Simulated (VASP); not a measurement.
A run of VASP 6.6.1:

INCAR

```
PREC = Accurate
ENCUT = 520
EDIFF = 1E-7
ISMEAR = 0
SIGMA = 0.1
LREAL = False
LASPH = True
NELM = 100
ALGO = Fast
ISIF = 2
LWAVE = False
LCHARG = True
LDIPOL = True
IDIPOL = 3
DIPOL = 0.5 0.5 0.498
GGA = PE
LELF = True
LVHAR = True
LVACPOTAV = True
NBANDS = 33
```

File KPOINTS:

```
regular mesh
0
Gamma
  9 9 1
```

The input POSCAR:

```
TiC
1.0
    3.0638392743      0.0000000000      0.0000000000
    0.0000000000      3.0638392743      0.0000000000
    0.0000000000      0.0000000000     18.3329230547
Ti C
3 3
Direct
    0.5000000000      0.5000000000      0.3818267267
    0.0000000000      0.0000000000      0.4975294519
    0.5000000000      0.5000000000      0.6110868690
    0.0000000000      0.0000000000      0.3818267267
    0.5000000000      0.5000000000      0.4968960017
    0.0000000000      0.0000000000      0.6169857448
```

Potentials or basis: VASP PAW PBE potentials, release 64 (Ti_sv, C).

Command:

```console
$ cat potpaw_PBE.64/Ti_sv/POTCAR potpaw_PBE.64/C/POTCAR > POTCAR
$ mpirun -np 1 vasp_std > vasp.out
```

Hardware: 1 thread of Intel(R) Xeon(R) Platinum 8488C (Sapphire Rapids) (shared host).

Problem. Estimate the wall time of this run.

Solution. It took 5.7 min on 1 thread of Intel(R) Xeon(R) Platinum 8488C (Sapphire Rapids), on a shared host, peak memory 0.3 GiB. Counts: scf iterations 49, k points 15.
